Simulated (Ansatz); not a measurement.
Symmetry broken, then relaxed in Si$_{2}$W

The calculation used DFT PBEsol, scalar-relativistic, plane waves, PAW in Ansatz. Settings: plane waves to 420 eV, k-mesh 10×10×6 (Γ-centred), Gaussian smearing 0.15 eV. Spin–orbit coupling is left out, which can shift energies with elements as heavy as these. No spin polarisation. Energies are free energies at this smearing, counted from the undisturbed cell; pressure is positive in compression.

The undisturbed cell (relaxed at this level):

```
CELL_PARAMETERS angstrom
0.00000 -3.20250 0.00000
-3.20250 0.00000 0.00000
0.00000 0.00000 -7.81573
ATOMIC_POSITIONS crystal
Si 0.50000 0.50000 0.16550
Si 0.00000 0.00000 0.66550
Si 0.50000 0.50000 0.83450
Si 0.00000 0.00000 0.33450
W 0.00000 0.00000 0.00000
W 0.50000 0.50000 0.50000
```

The atoms are displaced (Å, in the unstrained cell):

```
atom ux uy uz
 Si1   0.179   0.522  -0.151
 Si2  -0.179  -0.522   0.151
 Si3  -0.136   0.043   0.218
 Si4   0.136  -0.043  -0.218
  W5   0.646  -0.066   0.139
  W6  -0.646   0.066  -0.139
```

Cell and atoms are then relaxed.

Does the relaxation return to the undisturbed structure?

Yes (up to a choice of domain or origin): same space group and volume, and an energy 0.0 meV/atom from it. The disturbance itself cost 2161.1 meV/atom. The final space group reads I4/mmm (tolerance 0.05 Å) and the volume changes by 0.02 %.

Final structure:

```xyz
6
Lattice="0.0000 -3.2030 0.0000 -3.2032 0.0000 0.0000 0.0000 -0.0001 -7.8143" Properties=species:S:1:pos:R:3 pbc="T T T"
Si   -1.6017   -1.6015   -1.2931
Si   -3.2030   -0.0001   -5.2001
Si   -1.6016   -1.6015   -6.5213
Si    0.0000   -0.0001   -2.6140
W     0.0000   -3.2030   -0.0001
W    -1.6016   -1.6015   -3.9072
```

The relaxation, step by step (energy from the first step; small jumps at an unchanged geometry come where the plane waves are selected anew for the new cell):

```
step  ΔE (meV/atom) largest force component (eV/Å) pressure (GPa)
   1            0.0                          18.346           64.96
   2        -1178.0                           7.137           22.73
   3        -1650.7                           4.440            6.01
   4        -1965.7                           2.998            3.68
   5        -2139.9                           1.040            1.22
   6        -2160.8                           0.072           -0.03
   7        -2161.1                           0.003            0.01
   8        -2161.1                           0.004            0.00
```

Frames along the relaxation (Å, eV/Å):

```xyz
6
Lattice="0.000 -3.203 0.000 -3.203 0.000 0.000 0.000 0.000 -7.816" Properties=species:S:1:pos:R:3:forces:R:3 pbc="T T T" step=1
Si   -1.422   -1.079   -1.444    2.014   -2.885   -0.939
Si   -3.381   -3.724   -5.051  -11.892   13.197  -12.363
Si   -1.737   -1.558   -6.304    1.874   -2.774   -1.008
Si   -3.066   -3.246   -2.832   -3.725    3.276    6.867
W     0.646   -0.066    0.139   -6.616    3.800   -2.138
W    -2.248   -1.535   -4.047   18.346  -14.614    9.581
6
Lattice="0.026 -3.251 0.013 -3.242 0.026 -0.005 -0.012 0.031 -7.985" Properties=species:S:1:pos:R:3:forces:R:3 pbc="T T T" step=2
Si   -1.425   -1.117   -1.472    0.587   -2.310    0.426
Si   -3.444   -3.633   -5.222   -1.217    4.411   -2.688
Si   -1.758   -1.554   -6.458    0.637   -1.359   -1.217
Si   -3.112   -3.252   -2.822   -2.124    0.575    3.291
W     0.558   -0.038    0.108   -5.020    1.364   -1.633
W    -2.106   -1.619   -4.070    7.137   -2.680    1.821
6
Lattice="0.051 -3.226 0.015 -3.253 0.051 0.004 0.010 0.036 -8.053" Properties=species:S:1:pos:R:3:forces:R:3 pbc="T T T" step=3
Si   -1.445   -1.186   -1.428   -0.169   -2.165    0.810
Si   -3.340   -3.493   -5.282   -0.143    2.854   -1.419
Si   -1.719   -1.536   -6.567    0.695   -0.703   -1.198
Si   -3.121   -3.192   -2.773   -1.123    0.360    1.443
W     0.370   -0.033    0.051   -3.701    0.674   -0.823
W    -1.929   -1.585   -4.068    4.440   -1.020    1.187
6
Lattice="0.014 -3.186 0.004 -3.247 0.014 -0.009 -0.022 0.011 -7.856" Properties=species:S:1:pos:R:3:forces:R:3 pbc="T T T" step=4
Si   -1.529   -1.317   -1.324   -0.226   -1.763    0.301
Si   -3.326   -3.435   -5.189   -0.079    2.271   -1.208
Si   -1.649   -1.546   -6.531    0.432   -0.577   -0.529
Si   -3.216   -3.185   -2.700   -0.749    0.312    1.098
W     0.172    0.019    0.044   -2.376    0.358   -0.578
W    -1.822   -1.611   -3.956    2.998   -0.602    0.915
6
Lattice="0.003 -3.185 -0.004 -3.222 0.003 0.001 0.004 -0.009 -7.803" Properties=species:S:1:pos:R:3:forces:R:3 pbc="T T T" step=5
Si   -1.579   -1.514   -1.291   -0.138   -0.594   -0.020
Si   -3.227   -3.282   -5.180   -0.181    0.844   -0.451
Si   -1.607   -1.603   -6.508    0.092   -0.136   -0.053
Si   -3.211   -3.174   -2.639   -0.262    0.053    0.482
W     0.039   -0.001    0.011   -0.551    0.255   -0.193
W    -1.674   -1.587   -3.909    1.040   -0.421    0.236
6
Lattice="0.000 -3.195 0.000 -3.212 0.000 0.000 0.000 0.000 -7.815" Properties=species:S:1:pos:R:3:forces:R:3 pbc="T T T" step=6
Si   -1.605   -1.592   -1.290   -0.022   -0.044   -0.037
Si   -3.211   -3.200   -5.199   -0.018    0.040   -0.034
Si   -1.607   -1.599   -6.522   -0.007    0.006    0.015
Si   -3.211   -3.196   -2.618   -0.009    0.017    0.072
W    -0.004    0.001    0.001    0.057    0.005   -0.031
W    -1.606   -1.597   -3.908   -0.001   -0.025    0.015
6
Lattice="0.000 -3.203 0.000 -3.203 0.000 0.000 0.000 0.000 -7.814" Properties=species:S:1:pos:R:3:forces:R:3 pbc="T T T" step=7
Si   -1.602   -1.602   -1.293    0.000    0.000    0.003
Si   -3.203   -3.203   -5.200   -0.002    0.001    0.002
Si   -1.602   -1.602   -6.521    0.001    0.000   -0.003
Si   -3.203   -3.203   -2.614    0.000    0.001   -0.003
W     0.000    0.000    0.000    0.000    0.000    0.001
W    -1.602   -1.601   -3.907    0.001   -0.001    0.001
6
Lattice="0.000 -3.203 0.000 -3.203 0.000 0.000 0.000 0.000 -7.814" Properties=species:S:1:pos:R:3:forces:R:3 pbc="T T T" step=8
Si   -1.602   -1.602   -1.293    0.000    0.000    0.003
Si   -3.203   -3.203   -5.200   -0.002    0.001    0.002
Si   -1.602   -1.602   -6.521    0.001    0.000   -0.003
Si   -3.203   -3.203   -2.614    0.000    0.001   -0.004
W     0.000    0.000    0.000    0.000    0.000    0.001
W    -1.602   -1.601   -3.907    0.001   -0.001    0.001
```

Cost: 3 runs of about 13 core-minutes in all, on Arm Neoverse V1 (shared hosts).